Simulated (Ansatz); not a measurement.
# Si16H: the cost of one run

Program: Ansatz 0.2.0. Level of theory: DFT PBE, plane waves, PAW, scalar-relativistic, collinear spin. These are calculated values, not measurements.

**1. The structure to begin with**

The cell holds 17 atoms (HSi16): a = 7.679 Å, b = 7.679 Å, c = 7.679 Å, α = 60.00°, β = 60.00°, γ = 60.00°.

Coordinates:

```xyz
17
Lattice="0.0000 5.4300 5.4300 5.4300 0.0000 5.4300 5.4300 5.4300 0.0000" Properties=species:S:1:pos:R:3 pbc="T T T"
Si    0.0000    0.0000    0.0000
Si    1.3575    1.3575    1.3575
Si    2.7150    2.7150    0.0000
Si    4.0725    4.0725    1.3575
Si    2.7150    0.0000    2.7150
Si    4.0725    1.3575    4.0725
Si    5.4300    2.7150    2.7150
Si    6.7875    4.0725    4.0725
Si    0.0000    2.7150    2.7150
Si    1.3575    4.0725    4.0725
Si    2.7150    5.4300    2.7150
Si    4.0725    6.7875    4.0725
Si    2.7150    2.7150    5.4300
Si    4.0725    4.0725    6.7875
Si    5.4300    5.4300    5.4300
Si    6.7875    6.7875    6.7875
H     6.1374    6.0920    8.8086
```

**2. Preparing the start**

input.yaml

```yaml
accuracy: low
crystal:
  lattice:
    - [0.0, 5.43, 5.43]
    - [5.43, 0.0, 5.43]
    - [5.43, 5.43, 0.0]
  atoms:
    - { symbol: Si, position: [0.0, 0.0, 0.0] }
    - { symbol: Si, position: [0.125, 0.125, 0.125] }
    - { symbol: Si, position: [0.0, 0.0, 0.5] }
    - { symbol: Si, position: [0.125, 0.125, 0.625] }
    - { symbol: Si, position: [0.0, 0.5, 0.0] }
    - { symbol: Si, position: [0.125, 0.625, 0.125] }
    - { symbol: Si, position: [0.0, 0.5, 0.5] }
    - { symbol: Si, position: [0.125, 0.625, 0.625] }
    - { symbol: Si, position: [0.5, 0.0, 0.0] }
    - { symbol: Si, position: [0.625, 0.125, 0.125] }
    - { symbol: Si, position: [0.5, 0.0, 0.5] }
    - { symbol: Si, position: [0.625, 0.125, 0.625] }
    - { symbol: Si, position: [0.5, 0.5, 0.0] }
    - { symbol: Si, position: [0.625, 0.625, 0.125] }
    - { symbol: Si, position: [0.5, 0.5, 0.5] }
    - { symbol: Si, position: [0.625, 0.625, 0.625] }
    - { symbol: H, position: [0.8069209, 0.8152867, 0.3149944], spin: 1.0 }
magnetization:
  spin_polarized: true
basis:
  ecutwfc: 420.0
kpoints:
  mp_grid: { grid: [2, 2, 2] }
hamiltonian:
  xc: pbe
scf:
  occupations: { method: fermi_dirac, width: 0.02 }
  lower_state_search: "off"
relax:
  f_tol: 0.08
  max_steps: 25
  adjacent_minimum: "off"
```

Run with:

```bash
ansatz run input.yaml --threads 1 --pin off --max-ram 3072MiB --backend cpu --events-out ev --progress --plain --runs-dir out
```

**Question.** How long does this run take on 1 thread of an Arm CPU, shared host, and how much memory does it need?

About 2.6 min, with a peak of 0.68 GiB.
